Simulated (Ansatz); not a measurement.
# CuO (P1) in Ansatz: relaxation of cell and atoms with r2SCAN

Aim: the relaxation of cell and atoms of CuO with r2SCAN.

Program: Ansatz 0.2.0. These are calculated values, not measurements. Logs are shortened: lines on timing, memory, paths and dates and some standing lists are left out, and cuts for length are marked.

## 1. The cell of the first run

The typed cell holds 4 atoms: a = 2.988 Å, b = 2.816 Å, c = 5.493 Å, α = 74.89°, β = 74.25°, γ = 66.24°.

The cell comes from a database or a generator and needn't be the stable form of this composition.

## 2. Relaxation of cell and atoms, r2SCAN, target pressure 2 GPa, at which the enthalpy is minimised

The input, input.yaml:

```yaml
crystal:
  lattice:
    - [0.18960382, -2.17228837, -2.0431441]
    - [-2.01972352, 0.10629521, -1.95983549]
    - [2.38320037, 2.28583939, -4.38944304]
  atoms:
    - { symbol: Cu, position: [0.45623224, 0.53068563, 0.48541174] }
    - { symbol: Cu, position: [0.97428428, 0.98586739, 0.0243612] }
    - { symbol: O, position: [0.80166267, 0.74472112, 0.73928024] }
    - { symbol: O, position: [0.26782081, 0.23872587, 0.25094681] }
hamiltonian:
  xc: r2scan
  pseudopotentials: { kind: paw }
kpoints:
  mp_grid: { grid: [10, 10, 5] }
scf:
  occupations: { method: fermi_dirac, width: 0.05 }
output:
  forces: true
  stress: true
  eigenvalues: true
relax:
  f_tol: 0.01
  max_steps: 40
  cell: { stress_tol: 0.05, p_target: 2.0 }
```

Potentials or basis: Ansatz PAW.

Launch:

```sh
ansatz run input.yaml --threads 2 --pin off --max-ram 5632MiB --backend cpu --events-out ev --progress --plain --runs-dir out
```

The program printed:

```text
Warning: RAYON_NUM_THREADS=2 ignored (pool sized by the plan → 2); use --threads N
Engine: ansatz 0.2.0, x86_64-unknown-linux-gnu
Pseudopotentials: kind: paw
Pseudopotential: Cu, paw, valence charge 19, recommended cutoff 500 eV (meta_gga), Cu.paw.azcp
Pseudopotential: O, paw, valence charge 6, recommended cutoff 500 eV (meta_gga), O.paw.azcp
Functional definition: r2SCAN
  parameter k0 = 0.174
  parameter k1 = 0.065
  parameter a1 = 4.9479
  exchange = r2scan_x(k0 = k0, k1 = k1, a1 = a1)
  correlation = r2scan_c
Crystal: 4 atoms, lattice volume = 40.116 Å³
Basis set: ecut = 500 eV, 1011 PW (Γ), exchange–correlation on 96×96×180 points (64 copies of the dense FFT grid, shifted against one another)
Bands: 30, of which v1, the nominal top of the filled ones, is band 25 counted from 1 (24 counted from 0)
Symmetry: 1 space group operations
Space group: P1 (ITA 1), of the structure as read, at distance tolerance 3.4e-5 Å
k-points: 252 of 500 (time reversal used)
Non-local potential: Cu, projectors of the file, l = 0: 3, l = 1: 2, l = 2: 3, l = 3: 1
Non-local potential: O, projectors of the file, l = 0: 2, l = 1: 2, l = 2: 1
PAW form: soft (Blöchl's): semilocal exchange-correlation on the pseudo side does not see the compensation charge
PAW frozen core: Cu, regenerated for the run's functional (the file was generated under x = pbe(κ = 0.804, μ = 0.2195149727645171), c = pbe(β = 0.06672455060314922))
PAW frozen core: O, regenerated for the run's functional (the file was generated under x = pbe(κ = 0.804, μ = 0.2195149727645171), c = pbe(β = 0.06672455060314922))
PAW one-centre angular grid: Cu, 590 points (default); XC on 160 Gauss nodes
PAW one-centre angular grid: O, 302 points (default); XC on 160 Gauss nodes
Initial density: superposition of atomic densities (neutral atoms: chi_scale 0, normalization atom), corrected by the library's trained network
Initial wavefunctions: pseudopotential atomic-orbital guess
Functional: x = r2scan, c = r2scan; τ floored in thin density (d = 2e-4 eV/Å³)
SCF iter   1: F=—  HF=-14396.110835 eV  |F-HF|=—  |Δ(HF+E_count)|=         —  Δρ=2.44e-2  dr2=1.22e-1  dr2_τ=6.28e-2  ethr=1.77e-3  ⟨swp⟩=5.3  Hψ=25645  notcnv=0
preconditioner: auto → Kerker (q_TF=auto, 2.830 Å⁻¹)  [metal: Δε(μ)=0.013 eV  Ē_g=11.838 eV  σ=0.050 eV  W_gap=0.06  n_scr=18 (ndim 8)  ℏωp=34.2 eV  f_vac=0.002  D(μ)=3.50/eV (n_scr^D=40)]
SCF iter   2: F=—  HF=-14396.119382 eV  |F-HF|=—  |Δ(HF+E_count)|=   8.55e-3  Δρ=9.22e-3  dr2=3.43e-2  dr2_τ=2.27e-3  ethr=2.43e-4  ⟨swp⟩=2.4  Hψ=15354  notcnv=0
SCF iter   3: F=—  HF=-14396.112968 eV  |F-HF|=—  |Δ(HF+E_count)|=   6.41e-3  Δρ=9.50e-3  dr2=1.96e-2  dr2_τ=1.40e-3  ethr=6.87e-5  ⟨swp⟩=2.5  Hψ=13682  notcnv=0
[... 343 lines left out ...]
relax step  24: F+E_penalty+E_count = -14397.29080067 eV  Δ(F+E_penalty+E_count) = -9.058e-5 eV  max|allowed force component| = 8.740e-4 eV/Å  Δτ_max = 0.0000 Å  P = +1.985 GPa  Ω = 42.399 Å³  stress off target by 3.65e-2 GPa  SCF on the basis re-selected at this cell (its energy is not comparable with the rows above)  (7 SCF iters)
basis re-selected at this cell: Δ(F+E_penalty+E_count) = -9.058e-5 eV, ΔP = +0.001 GPa vs the last step (what re-selecting the basis moved, of the pressure what is left beyond the Pulay correction that the steps carried, after the strain that the cell walked since its last selection, with what the two solves' SCF thresholds leave and, on support functions, any second-order correction that the steps lacked; it is no measure of the basis error at this ecutwfc). This SCF's stress stands 3.65e-2 GPa from its target on what of the cell is left free (relax.cell.stress_tol is 5.00e-2 GPa) and its largest allowed force component is 8.74e-4 eV/Å (relax.f_tol is 1.00e-2 eV/Å): within both
SCF converged after 7 iterations
Free energy (F): -14397.290801 eV
Harris-Foulkes:  -14397.290801 eV  (|F-HF|=7.28e-12)
Internal energy: -14397.271425 eV  (E = F + TS)
E sigma→0 (E₀):  -14397.281113 eV
Entropy (-TS):   -0.019376 eV (-4.844 meV/atom)
Fermi energy:    11.526891 eV
--- Per-component energies (eV) ---
  E_band       = -959.282543
  E_kinetic    = 944.870451
  E_local      = -10010.211914  (includes V_loc(G=0)·N_el)
  E_nonlocal   = 885.356899
  E_hartree    = 4345.759766
  E_xc         = -312.042924
  E_vxc        = -456.221917  (∫ρ·V_xc dr)
  E_paw        = -3670.671559  (= ΣΔE_a)
  E_vpaw       = -1045.103110  (= ΣTr[D̂ρ^β])
  E_aug_tail   = 0.002309  (compensation charges beyond the density's cutoff)
  E_vtau       = 30.505295  (kinetic-family band-sum trace: ∫τ·v_τ [+ j·A + Jᵃ·Aᵃ] dr)
  E_ewald      = -6579.668355
  E_core_change = -0.666098  (= ΣΔE_core)
  E_smearing   = -0.019376  (= −TS)
  E_closure    = 0.000000  (closes the sum)
  Σ components = -14397.290801   (vs F -14397.290801, Δ=0.00e0)
--- Forces (eV/Å), atoms counted from 1 ---
  atom   1  Cu    -0.00005174    -0.00003081    -0.00005217
  atom   2  Cu    -0.00002123     0.00006685    -0.00001299
  atom   3  O     -0.00027438    -0.00087400    -0.00041422
  atom   4  O      0.00034736     0.00083795     0.00047937
  max |Σ_I F_I| component: 3.82e-9 eV/Å
--- Stress (GPa, compression-positive) ---
        1.988946       0.000542       0.002201
        0.000546       1.979028       0.018560
        0.002197       0.018560       1.985668
  P = ⅓ Tr σ = 1.9845 GPa (19.845 kbar)
--- Band table (eV; the first three rows and the last of 252) ---
  k-point 0: bands = ["-105.2905", "-105.2849", "-61.2236", "-61.2174", "-61.1937", "-61.1844", "-60.9130", "-60.9092", "-9.8746", "-8.5293", "2.6898", "5.5804", "5.5877", "7.3853", "7.6465", "7.6493", "7.8248", "8.0778", "8.5261", "8.8025", "8.8047", "8.8070", "8.8956", "9.2214", "12.1987", "12.2082", "13.2817", "18.0919", "19.3760", "25.6206"]
  k-point 1: bands = ["-105.2905", "-105.2849", "-61.2236", "-61.2174", "-61.1932", "-61.1848", "-60.9130", "-60.9092", "-9.7658", "-8.6834", "3.0910", "5.6007", "5.6070", "7.0886", "7.4396", "7.4429", "7.5969", "7.8253", "8.7004", "8.8133", "8.8868", "9.1261", "9.1307", "9.1323", "12.0249", "12.0334", "13.7891", "17.1380", "20.6662", "25.7403"]
  k-point 2: bands = ["-105.2905", "-105.2849", "-61.2236", "-61.2174", "-61.1924", "-61.1857", "-60.9130", "-60.9092", "-9.4652", "-9.0553", "4.1743", "5.6374", "5.6407", "5.6538", "7.1988", "7.2029", "7.6826", "7.7940", "8.8007", "8.8358", "8.8642", "8.9434", "9.6136", "9.6171", "11.6864", "11.6906", "14.8288", "15.9566", "22.7277", "24.9118"]
  k-point 251: bands = ["-105.2898", "-105.2841", "-61.2324", "-61.2228", "-61.1913", "-61.1840", "-60.9253", "-60.9082", "-9.2115", "-8.3601", "3.7877", "3.9009", "5.2611", "5.8783", "6.7127", "7.1104", "8.0065", "8.5421", "8.5449", "8.7581", "8.8686", "9.2942", "9.6804", "9.6896", "11.7109", "12.0135", "15.4032", "17.9308", "18.7712", "23.2907"]
--- Relaxed structure (21 steps of the walk, 21 accepted, 3 SCFs on fresh bases) ---
  F+E_penalty+E_count = -14397.29080067 eV   max|allowed force component| = 8.740e-4 eV/Å   (the final SCF, on the basis selected at the relaxed cell)
  cell:  # Å, volume = 42.3992 Å³
    - [-0.0793238385081041, -2.8521055977733867, -2.8913765209772277]
    - [-1.5126191111728846, -0.4035821453484521, -2.414793425799577]
    - [2.0229004750328845, 2.1857140669967023, -5.064490661841695]
  atoms:
    - { symbol: Cu, position: [0.4999988022408473, 0.499996942712178, 0.5000002164115305] }
    - { symbol: Cu, position: [1.0000035734754447, 0.9999976772354195, -2.3119427827733574e-7] }
    - { symbol: O, position: [1.0002285778312472, 0.7498814671161715, 0.7500060601732244] }
    - { symbol: O, position: [-0.0002309535475379515, 0.25012392293623126, 0.24999394460952368] }
```

It took 14 min on 2 threads of Intel Xeon Platinum 8259CL at 2.50GHz (Skylake/Cascade Lake), shared host; peak memory 0.8 GiB.

What came out:

```yaml
Free_energy: -14397.2908 eV
Relaxed_volume: 10.60 Å³/atom
Relaxed_cell: a = 4.062 Å, b = 2.878 Å, c = 5.875 Å, α = 60.65°, β = 69.78°, γ = 45.09°
Space_group_after_relaxing_to_0.05_Å: P4_2/mmc (No. 131)
Energy_change_on_relaxing_the_enthalpy_is_what_falls: -295.2 meV/atom
Ionic_steps: 24
Pressure_after_relaxing: 2.0 GPa
Band_gap_on_the_k_mesh: none (metal or under the smearing width)
```

Step by step:
| step | energy change (eV) | largest force (eV/Å) | volume (Å³) |
| --- | --- | --- | --- |
| 1 | 0.0000 | 1.6543 | 40.12 |
| 2 | -0.4067 | 1.1309 | 37.98 |
| 3 | -0.6160 | 0.1873 | 36.44 |
| 4 | -0.6835 | 0.5017 | 36.34 |
| 5 | -0.7334 | 0.4061 | 37.14 |
| 6 | -0.8708 | 0.2867 | 37.70 |
| 7 | -0.9557 | 0.2375 | 38.91 |
| 8 | -1.0405 | 0.1200 | 39.36 |
| 9 | -1.0913 | 0.0524 | 40.53 |
| 10 | -1.0977 | 0.0135 | 40.68 |
| 11 | -1.1057 | 0.0067 | 41.05 |
| 12 | -1.1063 | 0.0014 | 41.08 |
| 13 | -1.1061 | 0.0007 | 41.07 |
| 14 | -1.1297 | 0.0031 | 41.07 |
| 15 | -1.1506 | 0.0064 | 41.61 |
| 16 | -1.1666 | 0.0266 | 42.01 |
| 17 | -1.1761 | 0.0434 | 42.48 |
| 18 | -1.1749 | 0.0015 | 42.28 |
| 19 | -1.1756 | 0.0006 | 42.34 |
| 20 | -1.1791 | 0.0006 | 42.34 |
| 21 | -1.1802 | 0.0006 | 42.38 |
| 22 | -1.1808 | 0.0013 | 42.41 |
| 23 | -1.1807 | 0.0010 | 42.40 |
| 24 | -1.1808 | 0.0010 | 42.40 |

Final structure:
```yaml
crystal:
  lattice:
    - [-0.07932, -2.85211, -2.89138]
    - [-1.51262, -0.40358, -2.41479]
    - [2.02290, 2.18571, -5.06449]
  atoms:
    - { symbol: Cu, position: [0.50000, 0.50000, 0.50000] }
    - { symbol: Cu, position: [0.00000, 0.00000, 0.00000] }
    - { symbol: O, position: [0.00023, 0.74988, 0.75001] }
    - { symbol: O, position: [0.99977, 0.25012, 0.24999] }
```

Levels at points of the mesh, in eV from the Fermi level:
```csv
k point,band 21,band 22,band 23,band 24,band 25,band 26,band 27,band 28,band 29,band 30
"(0.00, 0.00, 0.00)",-2.72,-2.72,-2.63,-2.31,0.67,0.68,1.75,6.56,7.85,14.09
"(0.00, -0.50, 0.00)",-2.25,-2.25,-1.65,-1.65,-0.46,-0.46,4.16,4.16,11.59,11.59
"(-0.50, 0.00, 0.00)",-2.65,-2.22,-1.81,-1.78,0.23,0.46,3.81,6.41,7.13,11.70
"(-0.50, -0.50, 0.00)",-2.78,-2.70,-2.33,-2.03,-0.15,0.68,4.51,6.39,8.85,9.71
```

Caveat: the plane-wave basis is chosen anew once the cell has moved, so the energies of steps on either side of that aren't comparable; the run has no spin polarisation, though such a crystal can be magnetic; semilocal functionals often make such compounds metallic where correlation or magnetic order opens a gap, which also shifts bond lengths; the PAW data sets come from PBE, with cores solved anew for the run's functional, which leaves a small shift of forces and pressure.
